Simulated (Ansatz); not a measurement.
The reference is NaBr in the rock salt structure (space group Fm-3m, No. 225; a = 6.036 Å). Axes: x, y, z lie along the cube axes.

All numbers come from PBE (Ansatz, a quantum-chemistry and plane-wave program; PAW; 420 eV plane waves; no SOC).

Before the change:

```
Property                                    Result
-----------------------------  -------------------
Band gap                                   4.07 eV
Valence-band top at Γ          0.00, 0.00, 0.00 eV
Shortest interatomic distance              3.018 Å
```

The change: a free-standing slab of 7 layers (14 atoms, 2 a layer) is cut normal to the z axis, with 15 Å of vacuum and the in-plane cell held at bulk.

Task: Predict the new band gap.

Result: The band gap grows by 0.06 eV to 4.13 eV.

Task: What does the calculation give for the valence-band top at Γ after the change?

Result: The valence-band top at Γ (three highest levels, from the VBM) becomes 0.00, 0.00, -0.05 eV (base: 0.00, 0.00, 0.00 eV).

Task: Estimate the effect on the shortest interatomic distance.

Result: The shortest interatomic distance drops by 0.076 Å to 2.942 Å.

No phonon test of stability was made.
